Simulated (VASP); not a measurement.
# GaN (Fm-3m) in VASP: a series of runs

One crystal, GaN, is run at these levels: PBE, LDA; tasks: band structure.

Everything below comes from runs of VASP 6.6.1. Logs are shortened: lines on timing, memory, paths and dates and some standing lists are left out, and cuts for length are marked.

## Step 1: The crystal as given

The structure is cubic, space group Fm-3m (No. 225). The conventional cell has a = 4.270 Å, b = 4.270 Å, c = 4.270 Å, α = 90.00°, β = 90.00°, γ = 90.00°. Ga (site symmetry m-3m) has 6 N at 2.14 Å as nearest neighbours. N (site symmetry m-3m) is surrounded by 6 Ga at 2.14 Å.

Measurements of this composition are mostly on another form, of space group No. 186.

## Step 2: Band structure, PBE

Input file POSCAR:

```
GaN
1.0
    0.0000000000      2.1352350000      2.1352350000
    2.1352350000      0.0000000000      2.1352350000
    2.1352350000      2.1352350000      0.0000000000
Ga N
1 1
Direct
    0.0000000000      0.0000000000      0.0000000000
    0.5000000000      0.5000000000      0.5000000000
```

Input file INCAR.step1:

```
  PREC = Accurate
  ENCUT = 520
  EDIFF = 1E-6
  ISMEAR = 0
  SIGMA = 0.02
  LREAL = False
  LASPH = True
  NELM = 80
  ALGO = Normal
  ISIF = 2
  LWAVE = False
  LCHARG = True
  GGA = PE
  NBANDS = 16
```

Input file KPOINTS.step1:

```
regular mesh
0
Gamma
  10 10 10
```

Input file INCAR.step2:

```
  PREC = Accurate
  ENCUT = 520
  EDIFF = 1E-6
  ISMEAR = 0
  SIGMA = 0.05
  LREAL = False
  LASPH = True
  NELM = 80
  ALGO = Normal
  ISIF = 2
  LWAVE = False
  LCHARG = False
  GGA = PE
  NBANDS = 16
  ICHARG = 11
```

Input file KPOINTS.step2:

```
path GXWKGLUWLK,UX
15
line-mode
reciprocal
 0.0000000000  0.0000000000  0.0000000000  G
 0.5000000000  0.0000000000  0.5000000000  X

 0.5000000000  0.0000000000  0.5000000000  X
 0.5000000000  0.2500000000  0.7500000000  W

 0.5000000000  0.2500000000  0.7500000000  W
 0.3750000000  0.3750000000  0.7500000000  K

 0.3750000000  0.3750000000  0.7500000000  K
 0.0000000000  0.0000000000  0.0000000000  G

 0.0000000000  0.0000000000  0.0000000000  G
 0.5000000000  0.5000000000  0.5000000000  L

 0.5000000000  0.5000000000  0.5000000000  L
 0.6250000000  0.2500000000  0.6250000000  U

 0.6250000000  0.2500000000  0.6250000000  U
 0.5000000000  0.2500000000  0.7500000000  W

 0.5000000000  0.2500000000  0.7500000000  W
 0.5000000000  0.5000000000  0.5000000000  L

 0.5000000000  0.5000000000  0.5000000000  L
 0.3750000000  0.3750000000  0.7500000000  K

 0.6250000000  0.2500000000  0.6250000000  U
 0.5000000000  0.0000000000  0.5000000000  X
```

Potentials or basis: VASP PAW PBE potentials, release 64 (Ga_d, N).

Command:

```console
$ cat potpaw_PBE.64/Ga_d/POTCAR potpaw_PBE.64/N/POTCAR > POTCAR
$ cp INCAR.step1 INCAR
$ cp KPOINTS.step1 KPOINTS
$ mpirun -np 1 vasp_std > vasp.out
$ cp INCAR.step2 INCAR
$ cp KPOINTS.step2 KPOINTS
$ mpirun -np 1 vasp_std > vasp.out
```

OUTCAR:

```text
PREC = Accurate
   ENCUT = 520
   EDIFF = 1E-6
   ISMEAR = 0
   LREAL = False
   LASPH = True
   NELM = 80
   ISIF = 2
   GGA = PE
   ICHARG = 11

 ion  position               nearest neighbor table
   1  0.000  0.000  0.000-   2 2.14   2 2.14   2 2.14   2 2.14   2 2.14   2 2.14
   2  0.500  0.500  0.500-   1 2.14   1 2.14   1 2.14   1 2.14   1 2.14   1 2.14

  LATTYP: Found a face centered cubic cell.
 ALAT       =     4.2704700000

  Lattice vectors:

 A1 = (   0.0000000000,   2.1352350000,   2.1352350000)
 A2 = (   2.1352350000,   0.0000000000,   2.1352350000)
 A3 = (   2.1352350000,   2.1352350000,   0.0000000000)

Analysis of symmetry for initial positions (statically):
=====================================================================
 Subroutine PRICEL returns:
 Original cell was already a primitive cell.

 Routine SETGRP: Setting up the symmetry group for a
 face centered cubic supercell.

 Subroutine GETGRP returns: Found 48 space group operations
 (whereof 48 operations were pure point group operations)
 out of a pool of 48 trial point group operations.

The static configuration has the point symmetry O_h .

Analysis of symmetry for dynamics (positions and initial velocities):
=====================================================================
 Subroutine PRICEL returns:
 Original cell was already a primitive cell.

 Routine SETGRP: Setting up the symmetry group for a
 face centered cubic supercell.

 Subroutine GETGRP returns: Found 48 space group operations
 (whereof 48 operations were pure point group operations)
 out of a pool of 48 trial point group operations.

The dynamic configuration has the point symmetry O_h .

 Subroutine INISYM returns: Found 48 space group operations
 (whereof 48 operations are pure point group operations),
 and found     1 'primitive' translations

----------------------------------------------------------------------------------------

                                     Primitive cell

  volume of cell :      19.4700

  direct lattice vectors                    reciprocal lattice vectors
     0.000000000  2.135235000  2.135235000    -0.234166263  0.234166263  0.234166263
     2.135235000  0.000000000  2.135235000     0.234166263 -0.234166263  0.234166263
     2.135235000  2.135235000  0.000000000     0.234166263  0.234166263 -0.234166263

[... 69 lines left out ...]
   ISTART =      0    job   : 0-new  1-cont  2-samecut
   ICHARG =     11    charge: 1-file 2-atom 10-const
   ISPIN  =      1    spin polarized calculation?
   LNONCOLLINEAR =      F non collinear calculations
   LSORBIT =      F    spin-orbit coupling
   LASPH  =      T    aspherical Exc in radial PAW
   ENCUT  =  520.0 eV  38.22 Ry    6.18 a.u.   5.61  5.61  5.61*2*pi/ulx,y,z
   NELM   =     80;   NELMIN=  2; NELMDL=  0     # of ELM steps
   EDIFF  = 0.1E-05   stopping-criterion for ELM
   LREAL  =      F    real-space projection
   EDIFFG = 0.1E-04   stopping-criterion for IOM
   NSW    =      0    number of steps for IOM
   IBRION =     -1    ionic relax: 0-MD 1-quasi-New 2-CG
   NFREE  =      0    steps in history (QN), initial steepest desc. (CG)
   ISIF   =      2    stress and relaxation
   ISYM   =      2    0-nonsym 1-usesym 2-fastsym
   POTIM  = 0.5000    time-step for ionic-motion
   TEBEG  =    0.0;   TEEND  =   0.0 temperature during run
   PSTRESS=    0.0 pullay stress
   NELECT =      18.0000    total number of electrons
   NUPDOWN=      -1.0000    fix difference up-down
   EMIN   =  10.00;   EMAX   =-10.00  energy-range for DOS
   EFERMI =   0.00;   METHOD = LEGACY
   ISMEAR =     0;   SIGMA  =   0.05  broadening in eV -4-tet -1-fermi 0-gaus
   EFERMI_NEDOS =   21; number of points for ismear=-14 and -15
   IALGO  =     38    algorithm
   IMIX   =      4    mixing-type and parameters
     AMIX     =   0.40;   BMIX     =  1.00
     AMIX_MAG =   1.60;   BMIX_MAG =  1.00
  volume/ion in A,a.u.               =       9.74        65.70
  Fermi-wavevector in a.u.,A,eV,Ry     =   1.594814  3.013761 34.605481  2.543431
  Thomas-Fermi vector in A             =   2.692830
   LORBIT       =      0    0 simple, 1 ext, 2 COOP (PROOUT), +10 PAW based schemes
   GGA     = PE    functional components
   LHFCALC =     F    Hartree Fock is set to
   AEXX    =    0.0000 exact exchange contribution
   IVDW    =     0    specifies the selected vdW correction
   LEPSILON=     F    determine dielectric tensor
   LRPA    =     F    only Hartree local field effects (RPA)
 non-spin polarized calculation
 Gauss-broadening in eV      SIGMA  =   0.05
  energy-cutoff  :      520.00
  volume of cell :       19.47
 maximum number of plane-waves:       544
 NGX is ok and might be reduce to    24

 number of electron      18.0000005 magnetization

 Free energy of the ion-electron system (eV)
  ---------------------------------------------------
  ext. energy  EPLUGINS =         0.00000000
  ---------------------------------------------------
  free energy    TOTEN  =       -11.66813986 eV

  energy without entropy =      -11.66813986  energy(sigma->0) =      -11.66813986

 E-fermi :   7.7152     XC(G=0): -12.9044

 val. band max:        7.5196030673   @ k =   0.1875   0.1875   0.3750
 cond. band min:       7.9152133832   @ k =   0.5000   0.0000   0.5000
 fundamental gap:      0.3956103159
 Fermi energy:         7.7152333237

 k-point     1 :       0.0000    0.0000    0.0000
  band No.  band energies     occupation
      1      -9.4812      2.00000
      2      -6.4825      2.00000
      3      -6.4825      2.00000
      4      -6.4825      2.00000
      5      -6.4037      2.00000
      6      -6.4037      2.00000
[... 433 lines left out ...]
      3      -6.3917      2.00000
      4      -6.3289      2.00000
      5      -6.2237      2.00000
      6      -3.6736      2.00000
[... 8 lines left out ...]
     15      29.9810      0.00000
     16      34.5756      0.00000

 [... further k-points ...]
[... 5 lines left out ...]
  --------------------------------------------------------------------------------------
  -------------------------------------------------------------------------------------
  Total       -2.4650648     -2.4650648     -2.4650648      0.0000000      0.0000000     -0.0000000
  in kB     -202.8485424   -202.8485424   -202.8485424      0.0000000      0.0000000     -0.0000000
  external PRESSURE =    -202.8485424 kB  Pullay stress =       0.0000000 kB

 VOLUME and BASIS-vectors are now :
 -----------------------------------------------------------------------------
  energy-cutoff  :      520.00
  volume of cell :       19.47
      direct lattice vectors                 reciprocal lattice vectors
     0.000000000  2.135235000  2.135235000    -0.234166263  0.234166263  0.234166263
     2.135235000  0.000000000  2.135235000     0.234166263 -0.234166263  0.234166263
     2.135235000  2.135235000  0.000000000     0.234166263  0.234166263 -0.234166263

 POSITION                                       TOTAL-FORCE (eV/Angst)
 -----------------------------------------------------------------------------------
      0.00000      0.00000      0.00000         0.000000     -0.000000     -0.000000
      2.13524      2.13524      2.13524        -0.000000      0.000000      0.000000
 -----------------------------------------------------------------------------------
    total drift:                                0.000000     -0.000000     -0.000000

  FREE ENERGIE OF THE ION-ELECTRON SYSTEM (eV)
  ---------------------------------------------------
  free  energy   TOTEN  =       -11.6681398553 eV

  energy  without entropy=      -11.6681398551  energy(sigma->0) =      -11.66813986
```

Wall time 28 s (1 thread of Intel Xeon Platinum 8488C (Sapphire Rapids), shared host); peak memory 0.16 GiB.

Results:

| Property | Result |
| --- | --- |
| Band gap on the k mesh | 0.43 eV, indirect (least direct gap 2.37 eV) |
| Band gap along the path | 0.40 eV, indirect (least direct gap 2.37 eV) |

Levels at the corners of the path, in eV from the valence-band top:
```
point  band 7  band 8  band 9  band 10  band 11  band 12
    Γ   -0.48   -0.48   -0.48     1.88    14.54    14.54
    X   -6.89   -2.93   -2.93     0.40     7.79    11.61
    X   -6.89   -2.93   -2.93     0.40     7.79    11.61
    W   -5.17   -5.17   -4.55     4.87     9.60    10.14
    W   -5.17   -5.17   -4.55     4.87     9.60    10.14
    K   -5.95   -5.61   -2.04     2.99     8.80    10.91
    K   -5.95   -5.61   -2.04     2.99     8.80    10.91
    Γ   -0.48   -0.48   -0.48     1.88    14.54    14.54
    Γ   -0.48   -0.48   -0.48     1.88    14.54    14.54
    L   -8.09   -0.17   -0.17     4.56     8.92     8.92
    L   -8.09   -0.17   -0.17     4.56     8.92     8.92
    U   -5.95   -5.61   -2.04     2.99     8.80    10.91
    U   -5.95   -5.61   -2.04     2.99     8.80    10.91
    W   -5.17   -5.17   -4.55     4.87     9.60    10.14
    W   -5.17   -5.17   -4.55     4.87     9.60    10.14
    L   -8.09   -0.17   -0.17     4.56     8.92     8.92
    L   -8.09   -0.17   -0.17     4.56     8.92     8.92
    K   -5.95   -5.61   -2.04     2.99     8.80    10.91
    U   -5.95   -5.61   -2.04     2.99     8.80    10.91
    X   -6.89   -2.93   -2.93     0.40     7.79    11.61
```

Caveat: the log is that of the step along the path at fixed density, whose energy, stress, charges and moments have no meaning.

## Step 3: Band structure, LDA

POSCAR is that of step 2.

INCAR.step1: that of step 2 with these lines changed.

```diff
@@ -12,3 +12,2 @@
   LCHARG = True
-  GGA = PE
   NBANDS = 16
```

KPOINTS.step1 is that of step 2.

INCAR.step2: that of step 2 with these lines changed.

```diff
@@ -12,3 +12,2 @@
   LCHARG = False
-  GGA = PE
   NBANDS = 16
```

KPOINTS.step2 is that of step 2.

Potentials or basis: VASP PAW LDA potentials, release 64 (Ga_d, N).

Command:

```console
$ cat potpaw_LDA.64/Ga_d/POTCAR potpaw_LDA.64/N/POTCAR > POTCAR
$ cp INCAR.step1 INCAR
$ cp KPOINTS.step1 KPOINTS
$ mpirun -np 1 vasp_std > vasp.out
$ cp INCAR.step2 INCAR
$ cp KPOINTS.step2 KPOINTS
$ mpirun -np 1 vasp_std > vasp.out
```

It took 28 s on 1 thread of Intel Xeon Platinum 8488C (Sapphire Rapids), shared host; peak memory 0.15 GiB.

The run converged. Its results:

| Property | Result |
| --- | --- |
| Band gap on the k mesh | 0.25 eV, indirect (least direct gap 2.45 eV) |
| Band gap along the path | 0.22 eV, indirect (least direct gap 2.45 eV) |

Levels at the corners of the path, in eV from the valence-band top:
```tsv
point	band 5	band 6	band 7	band 8	band 9	band 10	band 11	band 12	band 13	band 14
Γ	-14.03	-14.03	-0.50	-0.50	-0.50	1.95	14.47	14.47	14.47	15.09
X	-13.84	-10.93	-6.94	-2.97	-2.97	0.22	7.73	11.46	13.87	13.87
X	-13.84	-10.93	-6.94	-2.97	-2.97	0.22	7.73	11.46	13.87	13.87
W	-13.84	-11.13	-5.22	-5.22	-4.65	4.73	9.45	10.03	10.03	18.05
W	-13.84	-11.13	-5.22	-5.22	-4.65	4.73	9.45	10.03	10.03	18.05
K	-13.87	-11.31	-6.00	-5.70	-2.07	2.84	8.70	10.78	12.02	14.63
K	-13.87	-11.31	-6.00	-5.70	-2.07	2.84	8.70	10.78	12.02	14.63
Γ	-14.03	-14.03	-0.50	-0.50	-0.50	1.95	14.47	14.47	14.47	15.09
Γ	-14.03	-14.03	-0.50	-0.50	-0.50	1.95	14.47	14.47	14.47	15.09
L	-13.89	-13.78	-8.18	-0.17	-0.17	4.53	8.71	8.71	8.83	15.93
L	-13.89	-13.78	-8.18	-0.17	-0.17	4.53	8.71	8.71	8.83	15.93
U	-13.87	-11.31	-6.00	-5.70	-2.07	2.84	8.70	10.78	12.02	14.63
U	-13.87	-11.31	-6.00	-5.70	-2.07	2.84	8.70	10.78	12.02	14.63
W	-13.84	-11.13	-5.22	-5.22	-4.65	4.73	9.45	10.03	10.03	18.05
W	-13.84	-11.13	-5.22	-5.22	-4.65	4.73	9.45	10.03	10.03	18.05
L	-13.89	-13.78	-8.18	-0.17	-0.17	4.53	8.71	8.71	8.83	15.93
L	-13.89	-13.78	-8.18	-0.17	-0.17	4.53	8.71	8.71	8.83	15.93
K	-13.87	-11.31	-6.00	-5.70	-2.07	2.84	8.70	10.78	12.02	14.63
U	-13.87	-11.31	-6.00	-5.70	-2.07	2.84	8.70	10.78	12.02	14.63
X	-13.84	-10.93	-6.94	-2.97	-2.97	0.22	7.73	11.46	13.87	13.87
```

Caveat: the log is that of the step along the path at fixed density, whose energy, stress, charges and moments have no meaning.
